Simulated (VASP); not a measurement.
SiO2 in VASP 6.6.1, single-point calculation

INCAR

```
LCHARG = .FALSE.
IBRION = -1
LASPH = .TRUE.
LWAVE = .FALSE.
NELM = 64
LREAL = .FALSE.
ENCUT = 520
SIGMA = 0.01
EDIFF = 1E-7
NELECT = 15
NBANDS = 15
NSW = 0
GGA = CA
ISIF = 2
ISMEAR = 0
PREC = Accurate
```

KPOINTS

```
KPOINTS created by Atomic Simulation Environment
0
Monkhorst-Pack
10 10 10
0 0 0
```

POSCAR

```
Si O
 1.0000000000000000
    -0.0000000000000000    2.2641691162216273    2.2641691162216273
     2.2641691162216273   -0.0000000000000000    2.2641691162216273
     2.2641691162216273    2.2641691162216273   -0.0000000000000000
 Si  O
   1   2
Cartesian
 -0.0000000000000000  0.0000000000000000 -0.0000000000000000
  1.1320845581108139  1.1320845581108139  1.1320845581108139
  3.3962536743324403  3.3962536743324403  3.3962536743324403
```

The recommended LDA PAW datasets give the neutral cell 16 valence electrons.

Command

```
mpirun -np 1 vasp_std
```

OSZICAR

```
N       E                     dE             d eps       ncg     rms          rms(c)
DAV:   1     0.295004262224E+02    0.29500E+02   -0.78838E+03  3539   0.896E+02
DAV:   2    -0.298795483011E+02   -0.59380E+02   -0.55689E+02  4402   0.203E+02
DAV:   3    -0.316117085021E+02   -0.17322E+01   -0.17216E+01  4021   0.313E+01
DAV:   4    -0.316178094822E+02   -0.61010E-02   -0.61007E-02  4217   0.223E+00
DAV:   5    -0.316178420263E+02   -0.32544E-04   -0.32544E-04  4119   0.156E-01    0.769E+00
DAV:   6    -0.310852873043E+02    0.53255E+00   -0.91201E-01  3391   0.884E+00    0.350E+00
DAV:   7    -0.310321631485E+02    0.53124E-01   -0.99066E-02  4105   0.262E+00    0.131E+00
DAV:   8    -0.310201942383E+02    0.11969E-01   -0.23959E-02  3468   0.138E+00    0.281E-01
DAV:   9    -0.310190223157E+02    0.11719E-02   -0.22814E-03  3874   0.466E-01    0.157E-01
DAV:  10    -0.310189328086E+02    0.89507E-04   -0.41520E-04  3720   0.198E-01    0.448E-02
DAV:  11    -0.310189089347E+02    0.23874E-04   -0.39556E-05  4252   0.605E-02    0.145E-02
DAV:  12    -0.310189093288E+02   -0.39409E-06   -0.91899E-06  3853   0.245E-02    0.531E-03
DAV:  13    -0.310189089368E+02    0.39207E-06   -0.13001E-06  4007   0.993E-03    0.210E-03
DAV:  14    -0.310189089389E+02   -0.21943E-08   -0.29081E-08  2140   0.149E-03
   1 F= -.31018909E+02 E0= -.31018844E+02  d E =-.129846E-03
```

From OUTCAR

```
k-points           NKPTS =    110   k-points in BZ     NKDIM =    110   number of bands    NBANDS=     15

   NELECT =      15.0000    total number of electrons

   dimension x,y,z NGX =    24 NGY =   24 NGZ =   24
   dimension x,y,z NGXF=    48 NGYF=   48 NGZF=   48

  energy-cutoff  :      520.00
  volume of cell :       23.21
      direct lattice vectors                 reciprocal lattice vectors
     0.000000000  2.264169116  2.264169116    -0.220831561  0.220831561  0.220831561
     2.264169116  0.000000000  2.264169116     0.220831561 -0.220831561  0.220831561
     2.264169116  2.264169116  0.000000000     0.220831561  0.220831561 -0.220831561

 k-points in reciprocal lattice and weights: KPOINTS created by Atomic Simulation Env
   0.05000000  0.05000000  0.05000000       0.002
   0.15000000  0.05000000  0.05000000       0.006
   0.25000000  0.05000000  0.05000000       0.006
   0.35000000  0.05000000  0.05000000       0.006
   0.45000000  0.05000000  0.05000000       0.006
  -0.45000000  0.05000000  0.05000000       0.006
  -0.35000000  0.05000000  0.05000000       0.006
  -0.25000000  0.05000000  0.05000000       0.006
   ...

 E-fermi :   7.4331

 k-point     1 :       0.0500    0.0500    0.0500
  band No.  band energies     occupation
      1     -13.7224      2.00000
      2      -7.1792      2.00000
      3       2.9779      2.00000
      4       3.0015      2.00000
      5       3.0015      2.00000
      6       6.3078      2.00000
      7       6.3855      2.00000
      8       6.3855      2.00000
      9      11.8355      0.00000
     10      15.5675      0.00000
     11      15.6137      0.00000
     12      15.6137      0.00000
     13      22.1652      0.00000
     14      22.1652      0.00000
     15      24.8510      0.00000

 k-point     2 :       0.1500    0.0500    0.0500
  band No.  band energies     occupation
      1     -13.5370      2.00000
      2      -7.4157      2.00000
      3       2.6955      2.00000
      4       3.0513      2.00000
      5       3.1760      2.00000
      6       5.6381      2.00000
      7       5.9908      2.00000
      8       6.4979      2.00000
      9      12.4824      0.00000
     10      15.6115      0.00000
     11      15.8363      0.00000
     12      16.1722      0.00000
     13      22.4409      0.00000
     14      22.5042      0.00000
     15      25.5012      0.00000

 k-point     3 :       0.2500    0.0500    0.0500
  band No.  band energies     occupation
      1     -13.0834      2.00000
      2      -7.9793      2.00000
      3       2.3569      2.00000
      4       3.0925      2.00000
      5       3.3770      2.00000
      6       4.7649      2.00000
      7       5.3780      2.00000
      8       6.2213      2.00000
      9      13.4886      0.00000
     10      16.1907      0.00000
     11      16.5536      0.00000
     12      17.1001      0.00000
     13      22.9761      0.00000
     14      23.1059      0.00000
     15      26.5085      0.00000

 ...

  Total      -15.5180105    -15.5180105    -15.5180105     -0.0000000     -0.0000000     -0.0000000
  in kB    -1071.0014094  -1071.0014094  -1071.0014094     -0.0000000     -0.0000000     -0.0000000
  external PRESSURE =   -1071.0014094 kB  Pullay stress =       0.0000000 kB

 POSITION                                       TOTAL-FORCE (eV/Angst)
 -----------------------------------------------------------------------------------
      0.00000      0.00000      0.00000        -0.000000     -0.000000     -0.000000
      1.13208      1.13208      1.13208        -0.000000     -0.000000     -0.000000
      3.39625      3.39625      3.39625         0.000000      0.000000      0.000000
 -----------------------------------------------------------------------------------
    total drift:                                0.000000      0.000000      0.000000

  FREE ENERGIE OF THE ION-ELECTRON SYSTEM (eV)
  ---------------------------------------------------
  free  energy   TOTEN  =       -31.0189089389 eV

  energy  without entropy=      -31.0187790925  energy(sigma->0) =      -31.01884402
```

It converged. Results: pressure -107.1 GPa.

The cell is charged and sits in a uniform background. The shifted mesh misses Γ, so a band edge there is missed.

For comparison, a separate LDA run of the intended cell, on usual settings and not on those above, gives a gap of 1.81 eV on its mesh and a pressure of -2.9 GPa.

The run above took about 11 s on one core of a shared host (Intel Xeon 6975P-C) and held 0.15 GiB at most.
